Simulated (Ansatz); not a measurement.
# Cr (hcp type): how the settings move a single-point run

Aim: see which settings change the result for Cr (hcp type), by how much, and at what cost.

Computed with Ansatz 0.2.0 (reference: DFT, PBE, norm-conserving pseudopotentials, Ansatz's default files, scalar-relativistic, unless a step's input says otherwise).

1 further run of the same task is left out (it didn't finish).

## 1. Starting point

It takes space group P6_3/mmc (No. 194, hexagonal). Conventional cell: a = 1.978 Å, b = 1.978 Å, c = 3.168 Å, α = 90.00°, β = 90.00°, γ = 120.00°. Cr (site symmetry -6m2) is surrounded by 12 Cr at 1.95 to 1.98 Å.

As a file:

```cif
data_structure
_symmetry_space_group_name_H-M 'P 1'
_symmetry_Int_Tables_number 1
_cell_length_a 1.9778
_cell_length_b 1.9778
_cell_length_c 3.1676
_cell_angle_alpha 90.000
_cell_angle_beta 90.000
_cell_angle_gamma 120.000
_cell_volume 10.73
loop_
_atom_site_label
_atom_site_type_symbol
_atom_site_fract_x
_atom_site_fract_y
_atom_site_fract_z
_atom_site_occupancy
Cr1 Cr 0.33333 0.66667 0.25000 1
Cr2 Cr 0.66667 0.33333 0.75000 1
```

## 2. Baseline

input.yaml reads:

```yaml
crystal:
  lattice:
    - [1.9777616959, 0.0, 0.0]
    - [-0.9888808479, 1.7127918713, 0.0]
    - [0.0, 0.0, 3.1676090294]
  atoms:
    - { symbol: Cr, position: [0.3333333333, 0.6666666667, 0.25], spin: 2.0 }
    - { symbol: Cr, position: [0.6666666667, 0.3333333333, 0.75], spin: 2.0 }
magnetization:
  spin_polarized: true
kpoints:
  mp_grid: { grid: [19, 19, 10] }
scf:
  occupations: { method: fermi_dirac, width: 0.08 }
hamiltonian:
  xc: pbe
  pseudopotentials: { kind: nc }
output:
  forces: true
  stress: true
  eigenvalues: true
```

Started as:

```sh
> ansatz run input.yaml --threads 1 --pin off --max-ram 3072MiB --backend cpu --events-out ev --progress --plain --runs-dir out
```

## 3. Variant: mp_grid.grid [10, 10, 5], occupations.method cold, occupations.width 0.025

input.yaml: that of step 2 with these lines changed.

```diff
@@ -11,5 +11,5 @@
 kpoints:
-  mp_grid: { grid: [19, 19, 10] }
+  mp_grid: { grid: [10, 10, 5] }
 scf:
-  occupations: { method: fermi_dirac, width: 0.08 }
+  occupations: { method: cold, width: 0.025 }
 hamiltonian:
```

**Question.** What will these runs give? Wanted: for each run, ending; energy change; pressure; gap; force.

**Answer**, as computed:

```
                                                                          run     ending        energy change  pressure (GPa)  gap (eV)  force (eV/Å)  cycles   time
                                                                    reference  converged                    0           827.9      0.00          0.00      15   40 s
1: mp_grid.grid [10, 10, 5], occupations.method cold, occupations.width 0.025  converged  +4.0 meV/atom (σ→0)           823.8      0.00          0.00      16  6.8 s
```

Residual by cycle in the longest SCF loop of each run; runs are numbered as in the table. The quantity is the density residual dr2, in eV.

```
cycle  reference    run 1
    1      0.471    0.483
    2      0.208    0.104
    4     6.2e-4   4.4e-4
    5     8.0e-5  0.00112
    6     4.6e-6  0.00132
    8     3.6e-5  0.00121
    9     2.1e-5   7.0e-4
   11     1.7e-7   7.5e-6
   12     1.6e-7   1.6e-6
   13     2.5e-8   1.8e-7
   15    8.7e-12  1.3e-10
   16          -  1.4e-12
```

What this shows: Changing the k-point mesh and smearing moves the energy by +4.0 meV/atom (σ→0 values), and the pressure goes from 827.9 to 823.8 GPa. More than one kind of setting changed, and this run alone doesn't tell their shares apart. Cost: 16 SCF cycles against 15, 6.8 s against 40 s. The structure is not at rest: the sound run finds 828 GPa, so these are no properties of the relaxed crystal. 
